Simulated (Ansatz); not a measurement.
A run of Ansatz 0.2.0 is set up as follows.

The input input:

```
crystal:
  lattice:
    - [0.0, 2.2535006075, 2.2535006075]
    - [2.2535006075, 0.0, 2.2535006075]
    - [2.2535006075, 2.2535006075, 0.0]
  atoms:
    - { symbol: Ga, position: [0.0, 0.0, 0.0] }
    - { symbol: "N", position: [0.25, 0.25, 0.25] }
hamiltonian:
  xc: hse06
  pseudopotentials: { kind: paw }
kpoints:
  mp_grid: { grid: [8, 8, 8] }
  band_path:
    path:
      - [[0.0, 0.0, 0.0], [0.5, 0.0, 0.5], [0.5, 0.25, 0.75], [0.375, 0.375, 0.75], [0.0, 0.0, 0.0], [0.5, 0.5, 0.5], [0.625, 0.25, 0.625], [0.5, 0.25, 0.75], [0.5, 0.5, 0.5], [0.375, 0.375, 0.75]]
      - [[0.625, 0.25, 0.625], [0.5, 0.0, 0.5]]
    npoints: 4
scf:
  occupations: { method: fermi_dirac, width: 0.05 }
  n_extra_bands: 6
output:
  forces: true
  stress: true
  eigenvalues: true
  fatbands: false
  write_density: true
  write_potential: true
  elf: true
  volumetric_format: npy
```

Predict the band gap on the k mesh.

2.96 eV, direct.

What does it give for the pressure?

-1.2 GPa.

What does it give for the band gap along the path?

2.96 eV, direct.

Levels at the corners of the path, in eV from the valence-band top:
| point | band 6 | band 7 | band 8 | band 9 | band 10 | band 11 | band 12 | band 13 |
| --- | --- | --- | --- | --- | --- | --- | --- | --- |
| Γ | -15.37 | 0.00 | 0.00 | 0.00 | 2.96 | 11.92 | 11.92 | 11.92 |
| X | -13.10 | -6.57 | -2.90 | -2.90 | 4.45 | 8.15 | 13.56 | 16.01 |
| W | -12.84 | -6.03 | -4.02 | -3.85 | 7.51 | 10.30 | 11.91 | 12.62 |
| K | -12.97 | -6.23 | -4.57 | -2.33 | 6.21 | 9.59 | 12.82 | 14.70 |
| Γ | -15.37 | 0.00 | 0.00 | 0.00 | 2.96 | 11.92 | 11.92 | 11.92 |
| L | -13.67 | -7.54 | -1.04 | -1.04 | 6.07 | 10.40 | 11.90 | 11.90 |
| U | -12.97 | -6.23 | -4.57 | -2.33 | 6.21 | 9.59 | 12.82 | 14.70 |
| W | -12.84 | -6.03 | -4.02 | -3.85 | 7.51 | 10.30 | 11.91 | 12.62 |
| L | -13.67 | -7.54 | -1.04 | -1.04 | 6.07 | 10.40 | 11.90 | 11.90 |
| K | -12.97 | -6.23 | -4.57 | -2.33 | 6.21 | 9.59 | 12.82 | 14.70 |
| U | -12.97 | -6.23 | -4.57 | -2.33 | 6.21 | 9.59 | 12.82 | 14.70 |
| X | -13.10 | -6.57 | -2.90 | -2.90 | 4.45 | 8.15 | 13.56 | 16.01 |

Caveat: the pressure holds a Pulay correction of +0.5 GPa for the finite cutoff; the PAW data sets come from PBE, with cores solved anew for the run's functional, which leaves a small shift of forces and pressure; the thresholds are loose for stress.

**Measured values to compare with.**

A printed reference work, textbook reports, for a bulk crystal of GaN at 0 K: band gap 3.299 eV (direct).

A measured gap of GaN is 3.299 eV (direct; 0 K; a printed reference work, textbook); the calculated 2.96 eV misses it by -0.34 eV. Spin-orbit coupling on Ga is left out. The value is that of HSE06, without temperature or zero-point motion. The cell is a database's relaxed one, not the measured one, which moves gaps too.
